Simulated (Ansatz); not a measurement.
ZnSe (Stilleite):

```
Se Zn
1.0
     0.00000    2.83380    2.83380
     2.83380    0.00000    2.83380
     2.83380    2.83380    0.00000
Se Zn
1 1
Cartesian
  4.2507 4.2507 4.2507
  0.0000 0.0000 0.0000
```

| Property | Result |
| --- | --- |
| Program | Ansatz 0.2.0 |
| Task | relaxation of cell and atoms |
| Functional | HSE03 |
| Potentials or basis | Ansatz PAW |
| Cutoff | 420 eV (not typed: the program's choice for these potentials) |
| k mesh | 4 × 4 × 4 |
| Occupations | fermi-dirac, width 0.05 eV |
| Spin | no spin polarisation |

At the start: volume 22.76 Å³/atom.

Task: Where does the relaxation end?

Result: It ends after 4 steps and the volume is 23.33 Å³/atom (+2.5 %); space group F-43m (No. 216, to 0.05 Å).

The path:
```tsv
step	energy change (eV)	largest force (eV/Å)	volume (Å³)
1	0.0000	0.0000	45.51
2	-0.0050	0.0000	46.41
3	-0.0052	0.0000	46.67
4	-0.0058	0.0000	46.67
```

Final structure:
```yaml
crystal:
  lattice:
    - [0.00000, 2.85752, 2.85752]
    - [2.85752, 0.00000, 2.85752]
    - [2.85752, 2.85752, 0.00000]
  atoms:
    - { symbol: Se, position: [0.75000, 0.75000, 0.75000] }
    - { symbol: Zn, position: [0.00000, 0.00000, 0.00000] }
```

Caveat: the k mesh is coarse (spacing up to 0.48 Å⁻¹), so the values aren't converged, least of all with exact exchange; the plane-wave basis is chosen anew once the cell has moved, so the energies of steps on either side of that aren't comparable; the PAW data sets come from PBE, with cores solved anew for the run's functional, which leaves a small shift of forces and pressure.
